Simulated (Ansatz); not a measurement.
**TiTe: band structure with LDA+U**

The system is TiTe.

```xyz
2
Lattice="3.6311 0.0000 0.0000 0.0000 3.6311 0.0000 0.0000 0.0000 3.6311" Properties=species:S:1:pos:R:3 pbc="T T T"
Ti    0.0000    0.0000    0.0000
Te    1.8155    1.8155    1.8155
```

The cell comes from a database or a generator and needn't be the stable form of this composition.

```yaml
Program: Ansatz 0.2.0
Task: band structure
Functional: LDA
Potentials_or_basis: Ansatz PAW
Cutoff: "420 eV (not typed: the program's choice for these potentials)"
k_mesh: 7 × 7 × 7
Occupations: fermi-dirac, width 0.05 eV
Spin: no spin polarisation
Hubbard_terms: Ti d U = 2 eV
Path: "[[\"G\", \"X\", \"M\", \"G\", \"R\", \"X\"], [\"M\", \"R\"]]"
Points_for_each_segment_of_the_path: 14
Hubbard_projectors: ortho-atomic (the default)
Double_counting: fll (the default)
```

```yaml
Pressure: -14.3 GPa
Band_gap_on_the_k_mesh: none (metal or under the smearing width)
```

Levels at the corners of the path, in eV from the Fermi level:
```tsv
point	band 10	band 11	band 12	band 13	band 14	band 15	band 16	band 17	band 18	band 19
Γ	-12.99	-1.20	-1.20	-1.06	-1.06	-1.06	1.14	1.14	1.14	1.67
X	-11.87	-6.37	-1.46	-1.46	-0.75	1.10	1.21	2.93	2.93	4.02
M	-11.05	-4.74	-4.74	-1.59	0.54	0.54	0.61	1.00	1.16	2.15
Γ	-12.99	-1.20	-1.20	-1.06	-1.06	-1.06	1.14	1.14	1.14	1.67
R	-10.08	-4.43	-4.43	-4.43	1.20	1.20	1.54	1.54	1.54	2.73
X	-11.87	-6.37	-1.46	-1.46	-0.75	1.10	1.21	2.93	2.93	4.02
M	-11.05	-4.74	-4.74	-1.59	0.54	0.54	0.61	1.00	1.16	2.15
R	-10.08	-4.43	-4.43	-4.43	1.20	1.20	1.54	1.54	1.54	2.73
```

Eigenvalues of the final occupation matrices:
```
  site  spin  trace               eigenvalues
site 1     1   1.44  0.17 0.17 0.17 0.46 0.46
```

Wall time 2.5 s on 2 threads of Arm Neoverse V1, with other jobs on the host, peak memory 0.34 GiB.

Caveat: spin-orbit coupling is left out, which moves the levels of the heavy elements; U without spin polarisation on a metal has little footing; the PAW data sets come from PBE, with cores solved anew for the run's functional, which leaves a small shift of forces and pressure; the U is typed as a test and isn't derived for this compound.
